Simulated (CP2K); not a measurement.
# Ag (P6_3/mmc) in CP2K: further runs

The runs below take Ag through single point, with RPBE, RPBE+D3.

Everything below comes from runs of CP2K 2026.2. Logs are shortened: lines on timing, memory, paths and dates and some standing lists are left out, and cuts for length are marked.

### Step 1. The crystal as given

The structure is hexagonal, space group P6_3/mmc (No. 194). Conventional cell: a = 2.930 Å, b = 2.930 Å, c = 4.790 Å, α = 90.00°, β = 90.00°, γ = 120.00°. Ag (site symmetry -6m2) is surrounded by 12 Ag at 2.93 Å.

This isn't the form of Ag at room conditions, which is fcc.

### Step 2. Single point, RPBE

ag_scf.inp reads:

```
&GLOBAL
  PROJECT ag_scf
  RUN_TYPE ENERGY_FORCE
  PRINT_LEVEL LOW
&END GLOBAL
&FORCE_EVAL
  METHOD QS
  STRESS_TENSOR ANALYTICAL
  &DFT
    BASIS_SET_FILE_NAME BASIS_MOLOPT_UZH
    POTENTIAL_FILE_NAME POTENTIAL_UZH
    &MGRID
      CUTOFF 450
      REL_CUTOFF 60
      NGRIDS 5
    &END MGRID
    &QS
      METHOD GPW
      EPS_DEFAULT 1.0E-9
    &END QS
    &KPOINTS
      SCHEME MONKHORST-PACK 10 10 6
      GAMMA_CENTERED T
      SYMMETRY T
      SYMMETRY_BACKEND SPGLIB
    &END KPOINTS
    &SCF
      SCF_GUESS ATOMIC
      EPS_SCF 1.0E-6
      MAX_SCF 100
      ADDED_MOS 16
      CHOLESKY OFF
      EPS_EIGVAL 1.0E-7
      &DIAGONALIZATION ON
        ALGORITHM STANDARD
      &END DIAGONALIZATION
      &MIXING ON
        METHOD BROYDEN_MIXING
        ALPHA 0.4
        BETA 1.5
        NBUFFER 8
      &END MIXING
      &SMEAR ON
        METHOD FERMI_DIRAC
        ELECTRONIC_TEMPERATURE [K] 580.226
      &END SMEAR
    &END SCF
    &XC
      &XC_FUNCTIONAL
        &GGA_X_RPBE
        &END GGA_X_RPBE
        &GGA_C_PBE
        &END GGA_C_PBE
      &END XC_FUNCTIONAL
    &END XC
    &PRINT
      &KPOINTS ON
      &END KPOINTS
      &MULLIKEN ON
      &END MULLIKEN
      &MO ON
        ENERGIES T
        OCCUPATION_NUMBERS T
        &EACH
          QS_SCF 0
        &END EACH
        ADD_LAST NUMERIC
      &END MO
    &END PRINT
  &END DFT
  &SUBSYS
    &CELL
      ABC 2.9300000000 2.9300000000 4.7900000000
      ALPHA_BETA_GAMMA 90.0000000000 90.0000000000 119.9999999999
      PERIODIC XYZ
    &END CELL
    &COORD
      SCALED
      Ag  0.6666666667 0.3333333333 0.7500000000
      Ag  0.3333333333 0.6666666667 0.2500000000
    &END COORD
    &KIND Ag
      BASIS_SET TZVP-MOLOPT-PBE-GTH-q11
      POTENTIAL GTH-PBE-q11
    &END KIND
    &PRINT
      &ATOMIC_COORDINATES ON
      &END ATOMIC_COORDINATES
      &CELL ON
      &END CELL
    &END PRINT
  &END SUBSYS
  &PRINT
    &FORCES ON
    &END FORCES
    &STRESS_TENSOR ON
    &END STRESS_TENSOR
  &END PRINT
&END FORCE_EVAL
```

Potentials or basis: POTENTIAL_UZH Ag GTH-PBE-q11; TZVP-MOLOPT-PBE-GTH basis.

Run with:

```sh
> OMP_NUM_THREADS=1 cp2k.psmp -i ag_scf.inp -o ag_scf.out
```

ag_scf.out:

```text

 CP2K| version string:                                       CP2K version 2026.2
 CP2K| Input file name                                                ag_scf.inp

 GLOBAL| Force Environment number                                              1
 GLOBAL| Basis set file name                                    BASIS_MOLOPT_UZH
 GLOBAL| Potential file name                                       POTENTIAL_UZH
 GLOBAL| MM Potential file name                                     MM_POTENTIAL
 GLOBAL| Coordinate file name                                      __STD_INPUT__
 GLOBAL| Method name                                                        CP2K
 GLOBAL| Project name                                                     ag_scf
 GLOBAL| Run type                                                   ENERGY_FORCE
 GLOBAL| FFT library                                                       FFTW3
[... 8 lines left out ...]
 GLOBAL| CPU model name                                                  UNKNOWN

 CELL| Volume [angstrom^3]:                                            35.612412
 CELL| Vector a [angstrom]:       2.930     0.000     0.000   |a| =     2.930000
 CELL| Vector b [angstrom]:      -1.465     2.537     0.000   |b| =     2.930000
 CELL| Vector c [angstrom]:       0.000     0.000     4.790   |c| =     4.790000
 CELL| Angle (b,c), alpha [degree]:                                    90.000000
 CELL| Angle (a,c), beta  [degree]:                                    90.000000
 CELL| Angle (a,b), gamma [degree]:                                   120.000000
 CELL| Numerically orthorhombic:                                              NO
 CELL| Periodicity                                                           XYZ

 CELL_REF| Volume [angstrom^3]:                                        35.612412
 CELL_REF| Vector a [angstrom     2.930     0.000     0.000   |a| =     2.930000
 CELL_REF| Vector b [angstrom    -1.465     2.537     0.000   |b| =     2.930000
 CELL_REF| Vector c [angstrom     0.000     0.000     4.790   |c| =     4.790000
 CELL_REF| Angle (b,c), alpha [degree]:                                90.000000
 CELL_REF| Angle (a,c), beta  [degree]:                                90.000000
 CELL_REF| Angle (a,b), gamma [degree]:                               120.000000
 CELL_REF| Numerically orthorhombic:                                          NO
 CELL_REF| Periodicity                                                       XYZ
[... 9 lines left out ...]
 TOTAL NUMBERS AND MAXIMUM NUMBERS

  Total number of            - Atomic kinds:                                   1
                             - Atoms:                                          2
                             - Shell sets:                                     2
                             - Shells:                                        20
                             - Primitive Cartesian functions:                 10
                             - Cartesian basis functions:                     80
                             - Spherical basis functions:                     68

  Maximum angular momentum of- Orbital basis functions:                        3
                             - Local part of the GTH pseudopotential:          0
                             - Non-local part of the GTH pseudopotential:      4

 MODULE QUICKSTEP: ATOMIC COORDINATES IN ANGSTROM

   Atom Kind Element         X             Y             Z       Z(eff)     Mass
      1    1 Ag   47      1.465000      0.845818      3.592500  11.0000 107.8682
      2    1 Ag   47     -0.000000      1.691636      1.197500  11.0000 107.8682

 SCF PARAMETERS         Density guess:                                    ATOMIC
[... 9 lines left out ...]
                        --------------------------------------------------------
                        level_shift [a.u.]:                             0.000000
                        added MOs                                        16    0
                        --------------------------------------------------------
                        Mixing method:                            BROYDEN_MIXING
[... 11 lines left out ...]
 *******************************************************************************
 BRILLOUIN| K-point scheme                                        Monkhorst-Pack
 BRILLOUIN| K-Point grid                                            10   10    6
 BRILLOUIN| Gamma-centered k-point mesh                                     ON
 BRILLOUIN| K-point symmetry accuracy                               0.100000E-05
 BRILLOUIN| K-Point point group symmetrization                                ON
 BRILLOUIN| Symmetry backend                                             SPGLIB
 BRILLOUIN| Symmetry reduction method                                    SPGLIB
 BRILLOUIN| Wavefunction type                                            COMPLEX
 BRILLOUIN| List of Kpoints [2 Pi/Bohr]                                       56
 BRILLOUIN| Number           Weight            X              Y              Z
 BRILLOUIN|     1           0.02000       -0.40000       -0.40000       -0.33333
 BRILLOUIN|     2           0.02000       -0.40000       -0.40000       -0.16667
 BRILLOUIN|     3           0.01000       -0.40000       -0.40000        0.00000
 BRILLOUIN|     4           0.01000       -0.40000       -0.40000        0.50000
 BRILLOUIN|     5           0.02000       -0.40000       -0.30000       -0.33333
 BRILLOUIN|     6           0.02000       -0.40000       -0.30000       -0.16667
[... 32 lines left out ...]
 BRILLOUIN|    39           0.01000       -0.20000        0.00000        0.00000
 BRILLOUIN|    40           0.01000       -0.20000        0.00000        0.50000
 [... further k-points ...]
 *******************************************************************************

 Extrapolation method: initial_guess

 Number of electrons:                                                         22
 Number of occupied orbitals:                                                 11
 Number of molecular orbitals:                                                27

 Number of orbital functions:                                                 68
 Number of independent orbital functions:                                     68

 SCF WAVEFUNCTION OPTIMIZATION

  Step     Update method      Time    Convergence         Total energy    Change
  ------------------------------------------------------------------------------
     1 NoMix/Diag. 0.40E+00    9.0     0.29805259       -74.3160484478 -7.43E+01
     2 Broy./Diag. 0.40E+00    7.7     0.03234089       -75.5427491070 -1.23E+00
     3 Broy./Diag. 0.40E+00    7.7     0.02969525       -74.7710767434  7.72E-01
     4 Broy./Diag. 0.40E+00    7.7     0.00505216       -74.3092499300  4.62E-01
     5 Broy./Diag. 0.40E+00    7.3     0.00257848       -74.2772073075  3.20E-02
     6 Broy./Diag. 0.40E+00    7.3     0.00100657       -74.2963617126 -1.92E-02
     7 Broy./Diag. 0.40E+00    7.3     0.00013351       -74.2971023885 -7.41E-04
     8 Broy./Diag. 0.40E+00    7.4     0.00013962       -74.2949700259  2.13E-03
     9 Broy./Diag. 0.40E+00    7.4     0.00000598       -74.2949164891  5.35E-05
    10 Broy./Diag. 0.40E+00    7.4     0.00001302       -74.2949812458 -6.48E-05
    11 Broy./Diag. 0.40E+00    7.3     0.00000041       -74.2949808199  4.26E-07

  *** SCF run converged in    11 steps ***

  Electronic density on regular grids:        -21.9999999761        0.0000000239
  Core density on regular grids:               21.9999999685       -0.0000000315
  Total charge density on r-space grids:       -0.0000000075
  Total charge density g-space grids:          -0.0000000075

  Overlap energy of the core charge distribution:               0.00000000207703
  Self energy of the core charge distribution:               -119.22043427479562
  Core Hamiltonian energy:                                     40.45929587110418
  Hartree energy:                                              16.17767655215633
  Exchange-correlation energy:                                -11.71132423942911
  Electronic entropic energy:                                  -0.00019473099301
  Fermi energy:                                                 0.26778842442978

  Total energy:                                               -74.29498081986145
  Total energy (extrapolated to T->0):                        -74.29488345436495

 MO| EIGENVALUES AND OCCUPATION NUMBERS FOR K POINT 1
 MO|
 MO|  Index      Eigenvalue [a.u.]        Eigenvalue [eV]             Occupation
 MO|      1               0.054587               1.485390               2.000000
 MO|      2               0.069621               1.894496               2.000000
 MO|      3               0.070956               1.930820               2.000000
 MO|      4               0.086614               2.356875               2.000000
 MO|      5               0.089721               2.441422               2.000000
 MO|      6               0.121128               3.296052               2.000000
[... 19 lines left out ...]
 MO|     26               1.560684              42.468374               0.000000
 MO|     27               1.625154              44.222676               0.000000
 MO| Sum:                                                              20.000000
 MO| E(Fermi):            0.267788 a.u.          7.286894 eV

 MO| EIGENVALUES AND OCCUPATION NUMBERS FOR K POINT 2
 MO|
 MO|  Index      Eigenvalue [a.u.]        Eigenvalue [eV]             Occupation
 MO|      1               0.055116               1.499796               2.000000
 MO|      2               0.063388               1.724869               2.000000
 MO|      3               0.076233               2.074397               2.000000
 MO|      4               0.086471               2.352997               2.000000
 MO|      5               0.092045               2.504668               2.000000
 MO|      6               0.116820               3.178825               2.000000
[... 19 lines left out ...]
 MO|     26               1.591885              43.317388               0.000000
 MO|     27               1.613347              43.901416               0.000000
 MO| Sum:                                                              20.000000
 MO| E(Fermi):            0.267788 a.u.          7.286894 eV

 MO| EIGENVALUES AND OCCUPATION NUMBERS FOR K POINT 3
 MO|
 MO|  Index      Eigenvalue [a.u.]        Eigenvalue [eV]             Occupation
 MO|      1               0.057431               1.562777               2.000000
 MO|      2               0.061098               1.662555               2.000000
 MO|      3               0.070226               1.910941               2.000000
 MO|      4               0.093033               2.531554               2.000000
 MO|      5               0.102339               2.784774               2.000000
 MO|      6               0.104393               2.840690               2.000000
[... 329 lines left out ...]
 MO|      6               0.125748               3.421768               2.000000
[... 19 lines left out ...]
 MO|     26               1.530645              41.650973               0.000000
 MO|     27               1.577037              42.913365               0.000000
 MO| Sum:                                                              22.000000
 MO| E(Fermi):            0.267788 a.u.          7.286894 eV

 MO| EIGENVALUES AND OCCUPATION NUMBERS FOR K POINT 14
 MO|
 MO|  Index      Eigenvalue [a.u.]        Eigenvalue [eV]             Occupation
 MO|      1               0.046993               1.278742               2.000000
 MO|      2               0.050482               1.373682               2.000000
 MO|      3               0.071871               1.955709               2.000000
 MO|      4               0.088623               2.411566               2.000000
 MO|      5               0.100109               2.724097               2.000000
 MO|      6               0.112834               3.070360               2.000000
[... 19 lines left out ...]
 MO|     26               1.537141              41.827724               0.000000
 MO|     27               1.542315              41.968535               0.000000
 MO| Sum:                                                              22.000000
 MO| E(Fermi):            0.267788 a.u.          7.286894 eV

 [... the levels of further k-points ...]

 !-----------------------------------------------------------------------------!
                     Mulliken Population Analysis

 #  Atom  Element  Kind  Atomic population                           Net charge
       1     Ag       1         10.999945                              0.000055
       2     Ag       1         11.000055                             -0.000055
 # Total charge                             22.000000                  0.000000

 !-----------------------------------------------------------------------------!

 ENERGY| Total FORCE_EVAL ( QS ) energy [hartree]            -74.294979397008689

 FORCES| Atomic forces [hartree/bohr]
 FORCES|   Atom     x               y               z               |f|
 FORCES|      1 -2.53702981E-09  4.78898845E-09  1.23147884E-09   5.55764975E-09
 FORCES|      2  2.54180523E-09 -4.79089823E-09 -1.23102498E-09   5.56137593E-09
 FORCES| Sum     4.77542070E-12 -1.90978197E-12  4.53863688E-13
 FORCES| Total atomic force                                       5.16312911E-12

 STRESS| Analytical stress tensor [bar]
 STRESS|                        x                   y                   z
 STRESS|      x        3.43307505579E+04   5.44674802370E-02  -1.37518752171E-07
 STRESS|      y        5.44674802370E-02   3.43311779794E+04  -6.52974117468E-06
 STRESS|      z       -1.37518752171E-07  -6.52974117468E-06   2.78073071513E+04
 STRESS| 1/3 Trace                                             3.21564118962E+04
 STRESS| Determinant                                           3.27741123093E+13

 STRESS| Eigenvectors and eigenvalues of the analytical stress tensor [bar]
 STRESS|                        1                   2                   3
 STRESS| Eigenvalues   2.78073071513E+04   3.43307437262E+04   3.43311848111E+04
 STRESS|      x           0.000000000021      0.992225530228      0.124452790903
 STRESS|      y           0.000000001001     -0.124452790903      0.992225530228
 STRESS|      z           1.000000000000      0.000000000104     -0.000000000996
```

Run time: 1.7 min. Hardware: 1 thread of Arm Neoverse V1, shared host; peak memory 0.4 GiB.

Results:

```
Free energy            : -2021.6692 eV
Pressure               : 3.2 GPa
Band gap on the k mesh : none (metal or under the smearing width)
```

Stress tensor (GPa, compression positive):
```
3.43 0.00 0.00
0.00 3.43 0.00
0.00 0.00 2.78
```

Caveat: the potentials were made for another functional, which shifts forces and pressure; the basis of atomic orbitals isn't converged, which shifts pressures, moduli and gaps.

### Step 3. Single point, RPBE+D3

Edit ag_scf.inp of step 2 so:

```diff
@@ -54,2 +54,12 @@
       &END XC_FUNCTIONAL
+      &VDW_POTENTIAL
+        POTENTIAL_TYPE PAIR_POTENTIAL
+        &PAIR_POTENTIAL
+          TYPE DFTD3
+          REFERENCE_FUNCTIONAL RPBE
+          PARAMETER_FILE_NAME dftd3.dat
+          R_CUTOFF 20
+          D3_REFERENCE_CODE T
+        &END PAIR_POTENTIAL
+      &END VDW_POTENTIAL
     &END XC
```

Potentials or basis: POTENTIAL_UZH Ag GTH-PBE-q11; TZVP-MOLOPT-PBE-GTH basis.

Run with:

```sh
> OMP_NUM_THREADS=1 cp2k.psmp -i ag_scf.inp -o ag_scf.out
```

It took 1.7 min on 1 thread of Arm Neoverse V1, shared host; peak memory 0.42 GiB.

It converged, with:

- Free energy: -2023.1408 eV
- Pressure: 0.2 GPa
- Band gap on the k mesh: none (metal or under the smearing width)

Stress tensor (GPa, compression positive):
```
 0.47  0.00  0.00
 0.00  0.47  0.00
 0.00  0.00 -0.19
```

Levels at points of the mesh, in eV from the Fermi level:
```
           k point  band 8  band 9  band 10  band 11  band 12  band 13  band 14  band 15
(0.00, 0.00, 0.00)   -4.08   -4.08    -3.15    -3.15    -0.27     3.40    18.45    18.45
(0.00, 0.00, 0.50)   -4.41   -3.44    -3.44    -3.44    -3.44    12.17    12.17    19.39
(0.00, 0.50, 0.00)   -3.02   -2.98    -2.90     0.13     1.48     6.95     7.29     9.70
(0.00, 0.50, 0.50)   -3.18   -2.95    -2.95     0.85     0.85     4.42     4.42    13.86
```

Caveat: the potentials were made for another functional, which shifts forces and pressure; the basis of atomic orbitals isn't converged, which shifts pressures, moduli and gaps; pairwise dispersion overbinds metals, which lowers pressure and volume.
